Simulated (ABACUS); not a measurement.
# Ge (Fd-3m) in ABACUS: notebook

Aim: see how the results for Ge move with the level of theory and the settings. Levels: revTPSS, WC. Tasks: single point.

Everything below comes from runs of ABACUS 3.10.1. Logs are shortened: lines on timing, memory, paths and dates and some standing lists are left out, and cuts for length are marked.

**The experiment to reproduce.**

From “Electronic and optical properties of SixGe1-x-ySny alloys lattice-matched to Ge”, 2021, arxiv:2109.02782, for a bulk crystal of Ge at 300 K: band gap 0.807 eV (direct).

How close the calculation comes is told below.

### Step 1. The crystal as given

Symmetry: Fd-3m, No. 227, cubic system. The conventional cell has a = 5.658 Å, b = 5.658 Å, c = 5.658 Å, α = 90.00°, β = 90.00°, γ = 90.00°. Around Ge (site symmetry -43m) lie 4 Ge at 2.45 Å.

### Step 2. Single point, revTPSS

Input file run_abacus.py:

```python
"""ABACUS run from a structure file: ASE reads it, the script writes STRU, KPT and INPUT."""
import re
import subprocess
import spglib
from ase import Atoms
from ase.io import read
from ase.units import Bohr

atoms = read("Ge.cif")
cell, frac, numbers = spglib.standardize_cell((atoms.cell[:], atoms.get_scaled_positions(), atoms.numbers), to_primitive=True, symprec=1e-4)
atoms = Atoms(numbers=numbers, cell=cell, scaled_positions=frac, pbc=True)  # the primitive cell
atoms = atoms[(-atoms.numbers).argsort(kind="stable")]  # ABACUS lists atoms element by element
pseudo = {'Ge': 'Ge_ONCV_PBE-1.2.upf'}
orbital = {}
magmoms = None
kmesh = [5, 5, 5]
params = {
    'suffix': 'Ge',
    'calculation': 'scf',
    'basis_type': 'pw',
    'pseudo_dir': './',
    'symmetry': 1,
    'dft_functional': 'MGGA_X_REVTPSS+MGGA_C_REVTPSS',
    'ecutwfc': 91,
    'pseudo_rcut': 10,
    'nspin': 1,
    'nbands': 24,
    'ks_solver': 'dav',
    'smearing_method': 'fd',
    'smearing_sigma': 0.00367493,
    'scf_thr': 1e-08,
    'scf_nmax': 100,
    'mixing_type': 'broyden',
    'mixing_beta': 0.7,
    'cal_force': 1,
    'cal_stress': 1,
    'mixing_tau': 1,
    'out_chg': 1,
    'out_pot': 2,
    'out_elf': 1,
}

symbols = atoms.get_chemical_symbols()
elements = list(dict.fromkeys(symbols))
lines = ["ATOMIC_SPECIES"] + [f"{e} {atoms.get_masses()[symbols.index(e)]:.4f} {pseudo[e]}" for e in elements]
if orbital:
    lines += ["", "NUMERICAL_ORBITAL"] + [orbital[e] for e in elements]
lines += ["", "LATTICE_CONSTANT", f"{1 / Bohr:.10f}", "", "LATTICE_VECTORS"]
lines += [" ".join(f"{x:.10f}" for x in v) for v in atoms.cell]
lines += ["", "ATOMIC_POSITIONS", "Direct"]
for e in elements:
    lines += ["", e, "0.0", str(symbols.count(e))]
    for i, p in enumerate(atoms.get_scaled_positions(wrap=False)):
        if symbols[i] == e:
            mag = "" if magmoms is None else " mag " + " ".join(str(x) for x in (magmoms[i] if isinstance(magmoms[i], list) else [magmoms[i]]))
            lines.append(" ".join(f"{x:.10f}" for x in p) + " 1 1 1" + mag)
open("STRU", "w").write("\n".join(lines) + "\n")
open("KPT", "w").write("K_POINTS\n0\nGamma\n%d %d %d 0 0 0\n" % tuple(kmesh))
open("INPUT", "w").write("INPUT_PARAMETERS\n" + "".join(f"{k:<20s}{v}\n" for k, v in params.items()))

done = subprocess.run(['mpirun', '-np', '4', 'abacus'])
if done.returncode:
    raise SystemExit(done.returncode)
log = open("OUT.Ge/running_scf.log").read()
print("final energy (eV):", re.findall(r"FINAL_ETOT_IS (\S+)", log))
```

Input file Ge.cif:

```cif
data_Ge
_cell_length_a 5.65782000
_cell_length_b 5.65782000
_cell_length_c 5.65782000
_cell_angle_alpha 90.00000000
_cell_angle_beta 90.00000000
_cell_angle_gamma 90.00000000
_space_group_name_H-M_alt 'Fd-3m'
_space_group_name_Hall 'F 4d 2 3 -1d'
_space_group_IT_number 227
loop_
_space_group_symop_operation_xyz
'x,y,z'
'-y+1/4,x+1/4,z+1/4'
'-x,-y+1/2,z+1/2'
'y+3/4,-x+1/4,z+3/4'
'x,-y,-z'
'-y+1/4,-x+3/4,-z+3/4'
'-x,y+1/2,-z+1/2'
'y+3/4,x+3/4,-z+1/4'
'z,x,y'
'z+1/4,-y+1/4,x+1/4'
'z+1/2,-x,-y+1/2'
'z+3/4,y+3/4,-x+1/4'
'-z,x,-y'
'-z+3/4,-y+1/4,-x+3/4'
'-z+1/2,-x,y+1/2'
'-z+1/4,y+3/4,x+3/4'
'y,z,x'
'x+1/4,z+1/4,-y+1/4'
'-y+1/2,z+1/2,-x'
'-x+1/4,z+3/4,y+3/4'
'-y,-z,x'
'-x+3/4,-z+3/4,-y+1/4'
'y+1/2,-z+1/2,-x'
'x+3/4,-z+1/4,y+3/4'
'-x+1/4,-y+1/4,-z+1/4'
'y,-x,-z'
'x+1/4,y+3/4,-z+3/4'
'-y+1/2,x,-z+1/2'
'-x+1/4,y+1/4,z+1/4'
'y,x+1/2,z+1/2'
'x+1/4,-y+3/4,z+3/4'
'-y+1/2,-x+1/2,z'
'-z+1/4,-x+1/4,-y+1/4'
'-z,y,-x'
'-z+3/4,x+1/4,y+3/4'
'-z+1/2,-y+1/2,x'
'z+1/4,-x+1/4,y+1/4'
'z+1/2,y,x+1/2'
'z+3/4,x+1/4,-y+3/4'
'z,-y+1/2,-x+1/2'
'-y+1/4,-z+1/4,-x+1/4'
[... 89 lines left out ...]
'-z+1/4,x+1/4,y+1/4'
'-z,-y+1/2,x+1/2'
'z+3/4,-x+1/4,y+3/4'
'z,y,x'
'z+1/4,x+1/4,-y+1/4'
'z+1/2,-y+1/2,-x'
'-y+3/4,-z+1/4,-x+3/4'
'-x+1/2,-z,y+1/2'
'y+1/4,-z+3/4,x+3/4'
'x+1/2,-z+1/2,-y'
'y+3/4,z+1/4,-x+3/4'
'x,z+1/2,y+1/2'
'-y+1/4,z+3/4,x+3/4'
'-x,z,-y'
'x+1/2,y+1/2,z'
'-y+3/4,x+3/4,z+1/4'
'-x+1/2,-y,z+1/2'
'y+1/4,-x+3/4,z+3/4'
'x+1/2,-y+1/2,-z'
'-y+3/4,-x+1/4,-z+3/4'
'-x+1/2,y,-z+1/2'
'y+1/4,x+1/4,-z+1/4'
'z+1/2,x+1/2,y'
'z+3/4,-y+3/4,x+1/4'
'z,-x+1/2,-y+1/2'
'z+1/4,y+1/4,-x+1/4'
'-z+1/2,x+1/2,-y'
'-z+1/4,-y+3/4,-x+3/4'
'-z,-x+1/2,y+1/2'
'-z+3/4,y+1/4,x+3/4'
'y+1/2,z+1/2,x'
'x+3/4,z+3/4,-y+1/4'
'-y,z,-x'
'-x+3/4,z+1/4,y+3/4'
'-y+1/2,-z+1/2,x'
'-x+1/4,-z+1/4,-y+1/4'
'y,-z,-x'
'x+1/4,-z+3/4,y+3/4'
'-x+3/4,-y+3/4,-z+1/4'
'y+1/2,-x+1/2,-z'
'x+3/4,y+1/4,-z+3/4'
'-y,x+1/2,-z+1/2'
'-x+3/4,y+3/4,z+1/4'
'y+1/2,x,z+1/2'
'x+3/4,-y+1/4,z+3/4'
'-y,-x,z'
'-z+3/4,-x+3/4,-y+1/4'
'-z+1/2,y+1/2,-x'
'-z+1/4,x+3/4,y+3/4'
'-z,-y,x'
'z+3/4,-x+3/4,y+1/4'
'z,y+1/2,x+1/2'
'z+1/4,x+3/4,-y+3/4'
'z+1/2,-y,-x+1/2'
'-y+3/4,-z+3/4,-x+1/4'
'-x+1/2,-z+1/2,y'
'y+1/4,-z+1/4,x+1/4'
'x+1/2,-z,-y+1/2'
'y+3/4,z+3/4,-x+1/4'
'x,z,y'
'-y+1/4,z+1/4,x+1/4'
'-x,z+1/2,-y+1/2'
loop_
_atom_site_label
_atom_site_type_symbol
_atom_site_symmetry_multiplicity
_atom_site_Wyckoff_symbol
_atom_site_fract_x
_atom_site_fract_y
_atom_site_fract_z
_atom_site_occupancy
Ge1 Ge 8 a 0.2500000000 0.2500000000 0.2500000000 1
```

Potentials or basis: SG15 ONCV 1.2 PBE, plane waves.

Started as:

```sh
OMP_NUM_THREADS=1 python run_abacus.py > log
```

running log:

```text
ABACUS v3.10.1

               Atomic-orbital Based Ab-initio Computation at UStc

 ------------------------------------------------------------------------------------

 READING GENERAL INFORMATION
                           global_out_dir = OUT.Ge/
                           global_in_card = INPUT
                               pseudo_dir = ./
                              orbital_dir =
                                    DSIZE = 4
                                    GSIZE = 1

 READING UNITCELL INFORMATION
                                    ntype = 1
                  lattice constant (Bohr) = 1.88973
              lattice constant (Angstrom) = 1

 READING ATOM TYPE 1
                               atom label = Ge
                      L=0, number of zeta = 1
                      L=1, number of zeta = 1
                      L=2, number of zeta = 1
             number of atom for this type = 2

                        TOTAL ATOM NUMBER = 2
DIRECT COORDINATES
    atom                   x                   y                   z     mag                  vx                  vy                  vz
taud_Ge1            0.2500000000        0.2500000000        0.2500000000  0.0000        0.0000000000        0.0000000000        0.0000000000
taud_Ge2            0.0000000000        0.0000000000        0.0000000000  0.0000        0.0000000000        0.0000000000        0.0000000000

                          Volume (Bohr^3) = 305.551
                             Volume (A^3) = 45.278

 Lattice vectors: (Cartesian coordinate: in unit of a_0)
                   +0            +2.82891            +2.82891
             +2.82891                  +0            +2.82891
             +2.82891            +2.82891                  +0
 Reciprocal vectors: (Cartesian coordinate: in unit of 2 pi/a_0)
            -0.176747           +0.176747           +0.176747
            +0.176747           -0.176747           +0.176747
            +0.176747           +0.176747           -0.176747
 The esolver type has been set to : ksdft_pw

                PAO radial cut off (Bohr) = 10

 Read in pseudopotential file is Ge_ONCV_PBE-1.2.upf
                     pseudopotential type = NC
          exchange-correlation functional = PBE
                 nonlocal core correction = 0
                        valence electrons = 14
                                     lmax = 2
                           number of zeta = 0
                     number of projectors = 6
                           L of projector = 0
                           L of projector = 0
                           L of projector = 1
                           L of projector = 1
                           L of projector = 2
                           L of projector = 2
 XC functional updated to : MGGA_X_REVTPSS+MGGA_C_REVTPSS
          exchange-correlation functional = MGGA_X_REVTPSS+MGGA_C_REVTPSS
     initial pseudo atomic orbital number = 0

 SETUP THE ELECTRONS NUMBER
            electron number of element Ge = 14
      total electron number of element Ge = 28
            AUTOSET number of electrons:  = 28
                           occupied bands = 14
                                   NBANDS = 24
                                   NLOCAL = 18

%%%%%%%%%%%%%%%%%%%%%%%%%%%%%%%%%%%%%%%%%%%%%%%%%%%%%%%%%%%%%%%%%%%%%%%%%%%%%%%%%%%%%%%%%%%%%%%%%%%%%%%%%%
 Warning: the number of valence electrons in pseudopotential > 4 for Ge: [Ar] 3d10 4s2 4p2
[... 115 lines left out ...]
              fft grid for wave functions = [ 45, 45, 45 ]
                    number of plane waves = 5769
                         number of sticks = 421

 PARALLEL PW FOR WAVE FUNCTIONS
     PROC   COLUMNS(POT)             PW
        1            105           1442
        2            106           1445
        3            105           1441
        4            105           1441
 --------------- sum -------------------
        4            421           5769

 SETUP NONLOCAL PSEUDOPOTENTIALS IN PLANE WAVE BASIS
 Ge non-local projectors:
 projector 1 L=0
 projector 2 L=0
 projector 3 L=1
 projector 4 L=1
 projector 5 L=2
 projector 6 L=2
      TOTAL NUMBER OF NONLOCAL PROJECTORS = 36

 Init Non-Local PseudoPotential table :
 Init Non-Local-Pseudopotential done.

                                     npwx = 1129

 -------------------------------------------
 SELF-CONSISTENT
 -------------------------------------------
                                 init_chg = atomic

 PW ALGORITHM --------------- ION=   1  ELEC=   1--------------------------------
 Notice: Threshold on eigenvalues was too large.
 hsover_error=0.28 > DRHO=0.0711732
 Origin diag ethr = 0.01
 New diag ethr = 0.00025419

 Density error is 0.0706711376728
                          Error Threshold = 0.000254189890081
----------------------------------------------------------
     Energy           Rydberg                 eV
----------------------------------------------------------
 E_KohnSham     -282.2348658076      -3840.0023492484
 E_Harris       -280.0103835174      -3809.7367150026
 E_Fermi        0.7952239083         10.8195763394
----------------------------------------------------------
[... 63 lines left out ...]
 Density error is 3.77735541537e-09
                          Error Threshold = 1.06134833383e-10
----------------------------------------------------------
     Energy           Rydberg                 eV
----------------------------------------------------------
 E_KohnSham     -282.3615279157      -3841.7256756402
 E_KS(sigma->0) -282.3614581539      -3841.7247264822
 E_Harris       -282.3613684818      -3841.7235064308
 E_band         -16.6599258860       -226.6699203071
 E_one_elec     -129.7335147222      -1765.1150217883
 E_Hartree      78.9687597886        1074.4250971189
 E_xc           -34.0958753810       -463.8981834794
 E_Ewald        -197.5007580776      -2687.1356691753
 E_entropy(-TS) -0.0001395236        -0.0018983160
 E_descf        0.0000000000         0.0000000000
 E_exx          0.0000000000         0.0000000000
 E_Fermi        0.8173727923         11.1209273652
----------------------------------------------------------

 charge density convergence is achieved
 final etot is -3841.7256756 eV
 EFERMI = 11.120927365 eV
The vacuum level is 12.906316378 eV

 STATE ENERGY(eV) AND OCCUPATIONS    NSPIN == 1
 1/10 kpoint (Cartesian) = 0.0000 0.0000 0.0000 (1122 pws)
       1       -13.6058      0.0160000
       2       -13.6058      0.0160000
       3       -13.6058      0.0160000
       4       -13.5682      0.0160000
       5       -13.5682      0.0160000
       6       -13.3477      0.0160000
[... 146 lines left out ...]
      23        26.4552        0.00000
      24        27.1201        0.00000

[... levels at 4 further k points ...]

------------------------------------------------------------------------------------------
 TOTAL-FORCE (eV/Angstrom)
------------------------------------------------------------------------------------------
                       Ge1         0.0000000000         0.0000000000         0.0000000000
                       Ge2         0.0000000000         0.0000000000         0.0000000000
------------------------------------------------------------------------------------------

----------------------------------------------------------------
 TOTAL-STRESS (KBAR)
----------------------------------------------------------------
         5.7664490742        -0.0000000000        -0.0000000000
        -0.0000000000         5.7664490742         0.0000000000
        -0.0000000000         0.0000000000         5.7664490742
----------------------------------------------------------------
 TOTAL-PRESSURE: 5.766449 KBAR

 --------------------------------------------
 !FINAL_ETOT_IS -3841.7256756402061910 eV
 --------------------------------------------
```

It took 17 s on 4 MPI ranks of Intel Xeon Platinum 8375C at 2.90GHz (Ice Lake), shared host; peak memory 0.36 GiB.

Results:

```yaml
Free_energy: -3841.7257 eV
Pressure: 0.6 GPa
Band_gap_on_the_k_mesh: 0.15 eV, direct
```

Caveat: the potentials were made for another functional, which shifts forces and pressure; an odd mesh through Γ misses points on the zone boundary, where band edges often lie.

### Step 3. Single point, WC

Input file INPUT:

```
INPUT_PARAMETERS
suffix              Ge
calculation         scf
basis_type          pw
pseudo_dir          ./
symmetry            1
dft_functional      wc
ecutwfc             55
pseudo_rcut         10
nspin               1
nbands              24
ks_solver           dav
smearing_method     fd
smearing_sigma      0.00367493
scf_thr             1e-08
scf_nmax            100
mixing_type         broyden
mixing_beta         0.7
cal_force           1
cal_stress          1
ecutrho             440
out_chg             1
out_pot             2
out_elf             0
kpar                4
```

Input file STRU:

```
ATOMIC_SPECIES
Ge 72.6300 ge_pbe_v1.4.uspp.F.UPF

LATTICE_CONSTANT
7.5601949712

LATTICE_VECTORS
0.0000000000 0.7071067812 0.7071067812
0.7071067812 0.0000000000 0.7071067812
0.7071067812 0.7071067812 0.0000000000

ATOMIC_POSITIONS
Cartesian

Ge
0.0
2
1.0606601718 1.0606601718 1.0606601718 1 1 1
0.7071067812 0.7071067812 0.7071067812 1 1 1
```

Input file KPT:

```
K_POINTS
0
Gamma
6 6 6 0 0 0
```

Potentials or basis: SSSP 1.3 efficiency PBE, plane waves.

Started as:

```sh
OMP_NUM_THREADS=1 mpirun -np 4 abacus > log
```

It took 11 s on 4 MPI ranks of Intel Xeon 6975P-C (Granite Rapids), shared host; peak memory 0.96 GiB.

It converged, with:

```
Free energy            : -5807.1064 eV
Pressure               : 0.9 GPa
Band gap on the k mesh : none (metal or under the smearing width)
```

Levels at points of the mesh, in eV from the Fermi level:
| k point | band 12 | band 13 | band 14 | band 15 | band 16 | band 17 |
| --- | --- | --- | --- | --- | --- | --- |
| (0.00, 0.00, 0.00) | -0.09 | 0.00 | 0.00 | 0.00 | 2.53 | 2.53 |
| (0.50, 0.50, 0.50) | -7.64 | -1.40 | -1.40 | 0.08 | 3.71 | 3.71 |
| (0.50, 0.50, 0.00) | -8.92 | -3.08 | -3.08 | 0.65 | 0.65 | 9.46 |

Caveat: the potentials were made for another functional, which shifts forces and pressure; this crystal is a semiconductor, whose small gap the functional closes, so the metal is an error of the method.

### Step 4. How close it comes

Step 2. The gap isn't set beside the measured one, since this odd mesh misses points on the zone boundary.

Step 3. Against the measured gap of Ge, 0.807 eV (direct; 300 K; “Electronic and optical properties of SixGe1-x-ySny alloys lattice-matched to Ge”, 2021, arxiv:2109.02782), the calculated 0.00 eV is off by -0.81 eV. 3 values of this kind are on record (0.666 to 0.807 eV); this one was drawn at random among those near their median. Spin-orbit coupling on Ge is left out. The value is that of WC on a finite k mesh, which can miss the band edges, without temperature or zero-point motion. Semilocal functionals fall short of measured gaps as a rule.
